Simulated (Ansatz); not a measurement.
# Where Nb_Al puts its levels in the gap of AlN (P6_3mc)

Wanted: the transition levels of a substitutional impurity in AlN (P6_3mc), from a cell of 72 host atoms with 1 Al taken out and 1 Nb put in.

Calculated with Ansatz 0.2.0; place-levels on r2SCAN runs: charge-transition levels and formation energies with image-charge correction and potential alignment at the atomic sites; PAW set soft_1.

### 1. The structure

The cell holds 72 atoms: 35 Al, 36 N and 1 Nb. Cell: a = 9.320 Å, b = 9.320 Å, c = 9.956 Å, α = 90.0°, β = 90.0°, γ = 120.0°. It derives from AlN (space group P6_3mc). Nearest the centre at fractional (0.444, 0.556, 0.500): Nb34 at 0.00 Å, N11 at 1.89 Å, N43 at 1.89 Å, N35 at 1.89 Å, N40 at 1.90 Å, Al9 at 3.07 Å, Al13 at 3.07 Å, Al41 at 3.07 Å.

Coordinates:

```xyz
72
Lattice="9.3196 0.0000 0.0000 -4.6598 8.0710 0.0000 0.0000 0.0000 9.9565" Properties=species:S:1:pos:R:3 pbc="T T T"
Al    1.5533    0.8968    2.4852
Al    0.0000    1.7936    4.9743
N     1.5533    0.8968    4.3848
N     0.0000    1.7936    1.8957
Al    1.5533    0.8968    7.4634
Al    0.0000    1.7936    9.9525
N     1.5533    0.8968    9.3631
N     0.0000    1.7936    6.8739
Al    0.0000    3.5871    2.4852
Al   -1.5533    4.4839    4.9743
N     0.0000    3.5871    4.3848
N    -1.5533    4.4839    1.8957
Al    0.0000    3.5871    7.4634
Al   -1.5533    4.4839    9.9525
N     0.0000    3.5871    9.3631
N    -1.5533    4.4839    6.8739
Al   -1.5533    6.2774    2.4852
Al   -3.1065    7.1742    4.9743
N    -1.5533    6.2774    4.3848
N    -3.1065    7.1742    1.8957
Al   -1.5533    6.2774    7.4634
Al   -3.1065    7.1742    9.9525
N    -1.5533    6.2774    9.3631
N    -3.1065    7.1742    6.8739
Al    4.6598    0.8968    2.4852
Al    3.1065    1.7936    4.9743
N     4.6598    0.8968    4.3848
N     3.1065    1.7936    1.8957
Al    4.6598    0.8968    7.4634
Al    3.1065    1.7936    9.9525
N     4.6598    0.8968    9.3631
N     3.1065    1.7936    6.8739
Al    3.1065    3.5871    2.4852
Nb    1.5533    4.4839    4.9743
N     3.1065    3.5871    4.3848
N     1.5533    4.4839    1.8957
Al    3.1065    3.5871    7.4634
Al    1.5533    4.4839    9.9525
N     3.1065    3.5871    9.3631
N     1.5533    4.4839    6.8739
Al    1.5533    6.2774    2.4852
Al    0.0000    7.1742    4.9743
N     1.5533    6.2774    4.3848
N     0.0000    7.1742    1.8957
Al    1.5533    6.2774    7.4634
Al    0.0000    7.1742    9.9525
N     1.5533    6.2774    9.3631
N     0.0000    7.1742    6.8739
Al    7.7663    0.8968    2.4852
Al    6.2130    1.7936    4.9743
N     7.7663    0.8968    4.3848
N     6.2130    1.7936    1.8957
Al    7.7663    0.8968    7.4634
Al    6.2130    1.7936    9.9525
N     7.7663    0.8968    9.3631
N     6.2130    1.7936    6.8739
Al    6.2130    3.5871    2.4852
Al    4.6598    4.4839    4.9743
N     6.2130    3.5871    4.3848
N     4.6598    4.4839    1.8957
Al    6.2130    3.5871    7.4634
Al    4.6598    4.4839    9.9525
N     6.2130    3.5871    9.3631
N     4.6598    4.4839    6.8739
Al    4.6598    6.2774    2.4852
Al    3.1065    7.1742    4.9743
N     4.6598    6.2774    4.3848
N     3.1065    7.1742    1.8957
Al    4.6598    6.2774    7.4634
Al    3.1065    7.1742    9.9525
N     4.6598    6.2774    9.3631
N     3.1065    7.1742    6.8739
```

The host's dielectric constants go in as inputs: (4.49, 4.49, 4.72) for the electrons alone, (8.15, 8.15, 9.65) with the ions, computed on the host (DFPT, PBEsol, on the r2SCAN cell), and a cell off the functional's own equilibrium shifts the ionic part.

The cell's shortest repeat is 9.3 Å.

### 2. Charge states

Levels follow from differences of total energies between charge states, each relaxed by itself.

Random displacements of about 0.05 Å break the site symmetry at the start, so that the relaxation can reach a distorted minimum if there is one. Forces are taken at one point at (¼, ¼, ¼). The cell holds 1 electron more than the neutral one, with a uniform background that keeps it neutral on the whole. The electron count is odd, so at least one spin is unpaired; this run locks the moment at 1 μB.

The sampling was tested on the host first: at the k-points planned (1x1x1 shifted 0.25 0.25 0.25) its energy lies -0.014 eV an atom from the dense-mesh value, under the bound of 0.02 eV set for this test; that bounds the host's error, not the defect's.

One state's input; the others differ in charge, spin, start and seed, and in occupations where the table says so.

Contents of qm1_M1.relax/input.yaml:

```yaml
crystal:
  lattice:
    - [9.31956554, 9.0e-08, 0.0]
    - [-4.65978284, 8.07098046, 0.0]
    - [0.0, 0.0, 9.95647772]
  atoms:
    - { symbol: Al, position: [0.22222222, 0.11111111, 0.24960167] }
    - { symbol: Al, position: [0.11111111, 0.22222222, 0.49960167] }
    - { symbol: "N", position: [0.22222222, 0.11111111, 0.44039833] }
    - { symbol: "N", position: [0.11111111, 0.22222222, 0.19039833] }
    - { symbol: Al, position: [0.22222222, 0.11111111, 0.74960167] }
    - { symbol: Al, position: [0.11111111, 0.22222222, 0.99960167] }
    - { symbol: "N", position: [0.22222222, 0.11111111, 0.94039833] }
    - { symbol: "N", position: [0.11111111, 0.22222222, 0.69039833] }
    - { symbol: Al, position: [0.22222222, 0.44444444, 0.24960167] }
    - { symbol: Al, position: [0.11111111, 0.55555556, 0.49960167] }
    - { symbol: "N", position: [0.22222222, 0.44444444, 0.44039833] }
    - { symbol: "N", position: [0.11111111, 0.55555556, 0.19039833] }
    - { symbol: Al, position: [0.22222222, 0.44444444, 0.74960167] }
    - { symbol: Al, position: [0.11111111, 0.55555556, 0.99960167] }
    - { symbol: "N", position: [0.22222222, 0.44444444, 0.94039833] }
    - { symbol: "N", position: [0.11111111, 0.55555556, 0.69039833] }
    - { symbol: Al, position: [0.22222222, 0.77777778, 0.24960167] }
    - { symbol: Al, position: [0.11111111, 0.88888889, 0.49960167] }
    - { symbol: "N", position: [0.22222222, 0.77777778, 0.44039833] }
    - { symbol: "N", position: [0.11111111, 0.88888889, 0.19039833] }
    - { symbol: Al, position: [0.22222222, 0.77777778, 0.74960167] }
    - { symbol: Al, position: [0.11111111, 0.88888889, 0.99960167] }
    - { symbol: "N", position: [0.22222222, 0.77777778, 0.94039833] }
    - { symbol: "N", position: [0.11111111, 0.88888889, 0.69039833] }
    - { symbol: Al, position: [0.55555556, 0.11111111, 0.24960167] }
    - { symbol: Al, position: [0.44444444, 0.22222222, 0.49960167] }
    - { symbol: "N", position: [0.55555556, 0.11111111, 0.44039833] }
    - { symbol: "N", position: [0.44444444, 0.22222222, 0.19039833] }
    - { symbol: Al, position: [0.55555556, 0.11111111, 0.74960167] }
    - { symbol: Al, position: [0.44444444, 0.22222222, 0.99960167] }
    - { symbol: "N", position: [0.55555556, 0.11111111, 0.94039833] }
    - { symbol: "N", position: [0.44444444, 0.22222222, 0.69039833] }
    - { symbol: Al, position: [0.55555556, 0.44444444, 0.24960167] }
    - { symbol: Nb, position: [0.44444444, 0.55555556, 0.49960167], spin: 1.0 }
    - { symbol: "N", position: [0.55555556, 0.44444444, 0.44039833] }
    - { symbol: "N", position: [0.44444444, 0.55555556, 0.19039833] }
    - { symbol: Al, position: [0.55555556, 0.44444444, 0.74960167] }
    - { symbol: Al, position: [0.44444444, 0.55555556, 0.99960167] }
    - { symbol: "N", position: [0.55555556, 0.44444444, 0.94039833] }
    - { symbol: "N", position: [0.44444444, 0.55555556, 0.69039833] }
    - { symbol: Al, position: [0.55555556, 0.77777778, 0.24960167] }
    - { symbol: Al, position: [0.44444444, 0.88888889, 0.49960167] }
    - { symbol: "N", position: [0.55555556, 0.77777778, 0.44039833] }
    - { symbol: "N", position: [0.44444444, 0.88888889, 0.19039833] }
    - { symbol: Al, position: [0.55555556, 0.77777778, 0.74960167] }
    - { symbol: Al, position: [0.44444444, 0.88888889, 0.99960167] }
    - { symbol: "N", position: [0.55555556, 0.77777778, 0.94039833] }
    - { symbol: "N", position: [0.44444444, 0.88888889, 0.69039833] }
    - { symbol: Al, position: [0.88888889, 0.11111111, 0.24960167] }
    - { symbol: Al, position: [0.77777778, 0.22222222, 0.49960167] }
    - { symbol: "N", position: [0.88888889, 0.11111111, 0.44039833] }
    - { symbol: "N", position: [0.77777778, 0.22222222, 0.19039833] }
    - { symbol: Al, position: [0.88888889, 0.11111111, 0.74960167] }
    - { symbol: Al, position: [0.77777778, 0.22222222, 0.99960167] }
    - { symbol: "N", position: [0.88888889, 0.11111111, 0.94039833] }
    - { symbol: "N", position: [0.77777778, 0.22222222, 0.69039833] }
    - { symbol: Al, position: [0.88888889, 0.44444444, 0.24960167] }
    - { symbol: Al, position: [0.77777778, 0.55555556, 0.49960167] }
    - { symbol: "N", position: [0.88888889, 0.44444444, 0.44039833] }
    - { symbol: "N", position: [0.77777778, 0.55555556, 0.19039833] }
    - { symbol: Al, position: [0.88888889, 0.44444444, 0.74960167] }
    - { symbol: Al, position: [0.77777778, 0.55555556, 0.99960167] }
    - { symbol: "N", position: [0.88888889, 0.44444444, 0.94039833] }
    - { symbol: "N", position: [0.77777778, 0.55555556, 0.69039833] }
    - { symbol: Al, position: [0.88888889, 0.77777778, 0.24960167] }
    - { symbol: Al, position: [0.77777778, 0.88888889, 0.49960167] }
    - { symbol: "N", position: [0.88888889, 0.77777778, 0.44039833] }
    - { symbol: "N", position: [0.77777778, 0.88888889, 0.19039833] }
    - { symbol: Al, position: [0.88888889, 0.77777778, 0.74960167] }
    - { symbol: Al, position: [0.77777778, 0.88888889, 0.99960167] }
    - { symbol: "N", position: [0.88888889, 0.77777778, 0.94039833] }
    - { symbol: "N", position: [0.77777778, 0.88888889, 0.69039833] }
  host:
    repeats: [3, 3, 2]
    atoms:
      - { symbol: Al, position: [0.66666667, 0.33333333, 0.49920333] }
      - { symbol: Al, position: [0.33333333, 0.66666667, 0.99920333] }
      - { symbol: "N", position: [0.66666667, 0.33333333, 0.88079667] }
      - { symbol: "N", position: [0.33333333, 0.66666667, 0.38079667] }
total_charge: -1
basis:
  ecutwfc: 500
  xc_grid: 2
hamiltonian:
  xc: r2scan
  pseudopotentials: { kind: paw, azcp: { folder: soft_1 } }
kpoints:
  mp_grid: { grid: [1, 1, 1], shift: [0.25, 0.25, 0.25] }
magnetization:
  spin_polarized: true
  initial_magnetization: 1
  spin_locking: { lock_magnetization: hard }
scf:
  occupations: { method: fixed }
  max_iter: 60
output:
  forces: true
  charged_corrections:
    epsilon: [4.49, 4.49, 4.72]
    static_epsilon: [8.15, 8.15, 9.65]
    defect_position: [0.444444, 0.555556, 0.499602]
relax:
  f_tol: 0.02
  max_steps: 80
  random_displacement: { amplitude: 0.05, seed: 2956 }
checkpoint:
  write: "../qm1_M1.relax.run"
  compress: false
  write_wavefunctions: true
  write_every: 100000
```

Command:

```sh
> ansatz run input.yaml --threads 4 --pin off --max-ram 15073MiB --backend cpu --events-out ev --progress --plain --runs-dir out
```

Defect states can disperse in a cell of this size, so the energy is taken again at a 2×2×2 shifted mesh, on the relaxed structure.

The run of this state that the levels use, under r2SCAN:

Contents of qm1_M1.point/input.yaml:

```yaml
crystal:
  checkpoint: "../qm1_M1.relax.run"
  host: checkpoint
total_charge: -1
basis:
  ecutwfc: 500
  xc_grid: 2
hamiltonian:
  xc: r2scan
  pseudopotentials: { kind: paw, azcp: { folder: soft_1 } }
kpoints:
  mp_grid: { grid: [2, 2, 2], shift: [0.5, 0.5, 0.5] }
magnetization:
  spin_polarized: true
  initial_magnetization: 1
  spin_locking: { lock_magnetization: hard }
scf:
  occupations: { method: fermi_dirac, width: 0.01 }
  max_iter: 60
output:
  forces: true
  eigenvalues: true
  charged_corrections:
    epsilon: [4.49, 4.49, 4.72]
    static_epsilon: [8.15, 8.15, 9.65]
    defect_position: [0.444444, 0.555556, 0.499602]
  eigenstates: { localisation: true }
  populations: true
  efg: {}
checkpoint:
  read: "../qm1_M1.relax.run"
  write: "../qm1_M1.point.run"
  compress: false
  write_wavefunctions: false
  write_every: 100000
```

Relaxations under r2SCAN at one point at (¼, ¼, ¼); times on 4 threads of Intel Xeon 6975P-C (Granite Rapids), shared host:

| charge | moment (μB) | occupations | outcome | steps | largest displacement against the far atoms (Å) | time |
| --- | --- | --- | --- | --- | --- | --- |
| −1 | 1 | fixed | converged | 15 | 0.33 | 3.3 min |
| −1 | 3 | fixed | converged | 8 | 0.27 | 1.8 min |
| 0 | 0 | fixed | converged | 6 | 0.36 | 44 s |
| 0 | 2 | fixed | converged | 9 | 0.26 | 1.7 min |
| +1 | 1 | fixed | converged | 11 | 0.16 | 2.8 min |
| +2 | 0 | fixed | converged | 6 | 0.09 | 39 s |

Single points under r2SCAN at a 2×2×2 shifted mesh; times on 4 threads of Intel Xeon 6975P-C (Granite Rapids), shared host:

| charge | moment (μB) | occupations | outcome | time |
| --- | --- | --- | --- | --- |
| −1 | 1 | fermi-dirac | converged | 73 s |
| −1 | 3 | fermi-dirac | converged | 73 s |
| 0 | 0 | fermi-dirac | converged | 35 s |
| 0 | 2 | fermi-dirac | converged | 84 s |
| +1 | 1 | fermi-dirac | converged | 1.8 min |
| +2 | 0 | fermi-dirac | converged | 32 s |

Distances (Å) from Nb34 to the nearest atoms after relaxation with r2SCAN:

| charge | moment (μB) | 1. | 2. | 3. | 4. | 5. | 6. |
| --- | --- | --- | --- | --- | --- | --- | --- |
| −1 | 1 | N 2.06 | N 2.06 | N 2.13 | N 2.29 | N 2.70 | Al 2.87 |
| −1 | 3 | N 2.08 | N 2.08 | N 2.15 | N 2.22 | Al 2.90 | Al 2.90 |
| 0 | 0 | N 1.92 | N 2.07 | N 2.08 | N 2.25 | N 2.66 | Al 2.82 |
| 0 | 2 | N 2.04 | N 2.05 | N 2.05 | N 2.22 | N 2.72 | Al 2.93 |
| +1 | 1 | N 1.95 | N 2.01 | N 2.01 | N 2.08 | N 2.85 | Al 3.00 |
| +2 | 0 | N 1.94 | N 1.94 | N 1.94 | N 1.95 | N 2.98 | Al 3.11 |

[end of part 1 of 2]

[Logs are printed without paths, hosts, clocks, repeated set-up lines and the standing remarks that a program may print on its own settings, such as how far it seeks lower states.]

[Hosts, paths, dates, database ids (printed as entryN), source tags and the programs' standing remarks are cut or masked in the printed files.]

[Where a table of states has a column of steps, it counts the stored structures, which are thinned; the runs took as many ionic steps or more.]

[A defect's name tells the site on which it was built; relaxed atoms can leave that site.]

[For some hosts the program warned that the k-mesh of the response run may be too coarse for force constants and the static dielectric constant; such warnings are not shown here.]
